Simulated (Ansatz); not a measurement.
## InP under strain — field gradients at the nuclei

The cell is an entry of the Crystallography Open Database (COD), relaxed with PBE at fixed cell and then changed (z stretched by 1 %, ions relaxed).

```yaml
crystal:
  lattice:
    - [0.00000, 2.93435, 2.96369]
    - [2.93435, 0.00000, 2.96369]
    - [2.93435, 2.93435, 0.00000]
  atoms:
    - { symbol: In, position: [0.00000, 0.00000, 0.00000] }
    - { symbol: P, position: [0.25000, 0.25000, 0.25000] }
```

Atom numbers follow the list; atoms alike are taken as one site, whose name carries the number of the first.

Computed with Ansatz: DFT, PBE, plane waves and PAW, scalar-relativistic, 420 eV cutoff, Γ-centred 13×13×13 k-points, Fermi–Dirac smearing 0.02 eV.

Conventions: |V_zz| ≥ |V_yy| ≥ |V_xx|, η = (V_xx − V_yy)/V_zz, C_Q = eQV_zz/h. Directions are in the Cartesian axes of the cell vectors above, for the atom listed; none is given where the gradient is under 0.02 or η is above 0.95.

```tsv
site	first atom	first shell	V_zz (10²¹ V/m²)	η	direction of V_zz (x, y, z)
In	1	4 P at 2.55 Å	-0.39	0.00	0.00 0.00 1.00
P	2	4 In at 2.55 Å	0.13	0.00	0.00 0.00 1.00
```

An axis of threefold or higher order runs through In and P, so V_zz lies along it and η is zero.

Without spin–orbit coupling (the program notes it for In) the gradients can shift somewhat, as the gap is small.
